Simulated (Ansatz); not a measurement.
# MgO: the cost of one run

Method: DFT PBE, scalar-relativistic, plane waves, PAW, in Ansatz 0.2.0.

72 further runs of the same task are left out: 72 set aside as unsound or not needed.

**1. The structure to begin with**

It takes space group P6_3/mmc (No. 194, hexagonal). The conventional cell has a = 3.521 Å, b = 3.521 Å, c = 4.239 Å, α = 90.00°, β = 90.00°, γ = 120.00°. Around Mg (site symmetry -6m2) lie 5 O at 2.03 to 2.12 Å. Around O (site symmetry -6m2) lie 5 Mg at 2.03 to 2.12 Å.

As a file:

```
Mg O
1.0
     3.52132    0.00000    0.00000
    -1.76066    3.04955    0.00000
     0.00000    0.00000    4.23938
Mg O
2 2
Direct
  0.66667 0.33333 0.75000
  0.33333 0.66667 0.25000
  0.66667 0.33333 0.25000
  0.33333 0.66667 0.75000
```

It goes back to an entry of the Materials Project, which need not be the stable form.

It is the result of an earlier relaxation at this level (volume 11.38 Å³/atom; gap on the mesh: 3.28 eV).

**2. The scan**

The energy is mapped over volume and the cell's shape.

- volume per atom: 11 values from 10.471 to 12.292 Å³
- c/a of the conventional cell: 11 values from 1.111 to 1.304

Nothing else is relaxed (symmetry fixes all fractional coordinates). Energies count from the relaxed crystal. Points are written as (first, second).

**3. Grid point (10.471 Å³, 1.223)**

File input.yaml:

```yaml
crystal:
  lattice:
    - [3.406562393, 0.0, 0.0]
    - [-1.7032811965, 2.9501695719, 0.0]
    - [0.0, 0.0, 4.1675884316]
  atoms:
    - { symbol: Mg, position: [0.6666666667, 0.3333333333, 0.75] }
    - { symbol: Mg, position: [0.3333333333, 0.6666666667, 0.25] }
    - { symbol: O, position: [0.6666666667, 0.3333333333, 0.25] }
    - { symbol: O, position: [0.3333333333, 0.6666666667, 0.75] }
basis:
  ecutwfc: 520.0
kpoints:
  mp_grid: { grid: [9, 9, 6] }
hamiltonian:
  xc: pbe
  pseudopotentials: { kind: paw, azcp: { folder: soft_1 } }
scf:
  occupations: { method: gaussian, width: 0.05 }
output:
  forces: true
  stress: true
  eigenvalues: true
```

On the command line:

```sh
> ansatz run input.yaml --threads 1 --pin off --max-ram 2048MiB --backend cpu --events-out ev --progress --plain --runs-dir out
```

Q: Estimate wall time and peak memory on 1 thread of Intel Xeon Platinum 8488C (Sapphire Rapids), shared host.

About 2.2 s, with a peak of 0.35 GiB.
